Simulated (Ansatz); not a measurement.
## Calculated field gradients at the nuclei for TiO₂

The cell is a COD entry, ions relaxed with PBE at fixed cell.

```cif
data_TiO2
_symmetry_space_group_name_H-M 'P4_2/mnm'
_symmetry_Int_Tables_number 136
_cell_length_a 4.5922
_cell_length_b 4.5922
_cell_length_c 2.9574
_cell_angle_alpha 90.000
_cell_angle_beta 90.000
_cell_angle_gamma 90.000
loop_
_atom_site_label
_atom_site_type_symbol
_atom_site_symmetry_multiplicity
_atom_site_Wyckoff_symbol
_atom_site_fract_x
_atom_site_fract_y
_atom_site_fract_z
Ti Ti 2 a 0.0000 0.0000 0.0000
O O 4 f 0.3042 0.3042 0.0000
```

One atom of each set is listed.

All values are calculated (Ansatz; DFT, LDA, plane waves and PAW, scalar-relativistic, 420 eV cutoff, Γ-centred 7×7×10 k-points, Fermi–Dirac smearing 0.02 eV), not measured.

V_zz is the principal component of the electric field gradient with the largest magnitude, η = (V_xx − V_yy)/V_zz and C_Q = eQV_zz/h. ν_Q = 3|C_Q|/[2I(2I − 1)].

⁴⁷Ti: I = 5/2, Q = 302.0 mb; O-17: I = 5/2, Q = -25.58 mb. Quadrupole moments are those of Pyykkö's year-2017 table.

(1) What field gradients does the calculation give at each kind of site?

Results:

(1) 

| site | atoms | first shell | C_Q (MHz) | η | ν_Q (MHz) |
| --- | --- | --- | --- | --- | --- |
| Ti | 2 | 6 O at 1.95–1.98 Å | -13.2 | 0.15 | 1.98 |
| O | 4 | 3 Ti at 1.95–1.98 Å | -1.33 | 0.92 | 0.199 |

At this cell the LDA pressure is -8 GPa, so with LDA the cell would shrink if it were relaxed.

Hardware: 4 threads of Intel Xeon Platinum 8488C (Sapphire Rapids) (x86_64; 16 cores open to the job, memory cap 8.0 GiB, no GPU), a shared host with a load of 0.5 a core. Wall time 3 s, CPU time 8.6 s, peak memory 0.46 GiB.
